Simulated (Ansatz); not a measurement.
# Sc3Al: the cost of one run

Method: DFT PBE, scalar-relativistic, plane waves, PAW, in Ansatz 0.2.0.

### 1 The structure to begin with

The structure is trigonal, space group R-3m (No. 166). The conventional cell has a = 4.648 Å, b = 4.648 Å, c = 12.647 Å, α = 90.00°, β = 90.00°, γ = 120.00°. Sc (site symmetry -3m) has 6 Sc at 2.75 Å as nearest neighbours. Around Sc (site symmetry 3m) lie 4 Al at 2.69 to 3.09 Å and 6 Sc at 2.75 to 2.93 Å. Around Al (site symmetry -3m) lie 8 Sc at 2.69 to 3.09 Å.

Coordinates:

```
Sc Al
1.0
     2.32408    1.34181    4.21560
    -2.32408    1.34181    4.21560
     0.00000   -2.68362    4.21560
Sc Al
3 1
Direct
  0.50000 0.50000 0.50000
  0.78720 0.78720 0.78720
  0.21280 0.21280 0.21280
  0.00000 0.00000 0.00000
```

Recipe of the guess: random cell by space group and Wyckoff sites (R-3m, No. 166). Lengths come from tabulated atomic sizes and are only a guess.

### 2 Probe: one point on a coarse mesh

Input file input.yaml:

```yaml
crystal:
  lattice:
    - [2.32407998, 1.3418082, 4.2156043]
    - [-2.32407998, 1.3418082, 4.2156043]
    - [0.0, -2.68361641, 4.2156043]
  atoms:
    - { symbol: Sc, position: [0.5, 0.5, 0.5] }
    - { symbol: Sc, position: [0.78719729, 0.78719729, 0.78719729] }
    - { symbol: Sc, position: [0.21280271, 0.21280271, 0.21280271] }
    - { symbol: Al, position: [0.0, 0.0, 0.0] }
basis:
  ecutwfc: 420
kpoints:
  mp_grid: { grid: [6, 6, 6] }
hamiltonian:
  xc: pbe
scf:
  occupations: { method: gaussian, width: 0.1 }
  lower_state_search: "off"
output:
  forces: true
  stress: true
  eigenvalues: true
```

Launch:

```sh
> ansatz run input.yaml --threads 1 --pin off --max-ram 2560MiB --backend cpu --events-out ev --progress --plain --runs-dir out
```

Q: Estimate wall time and peak memory on 1 thread of Intel Xeon Platinum 8259CL at 2.50GHz (Skylake/Cascade Lake), shared host.

About 3.7 s, with a peak of 0.42 GiB.
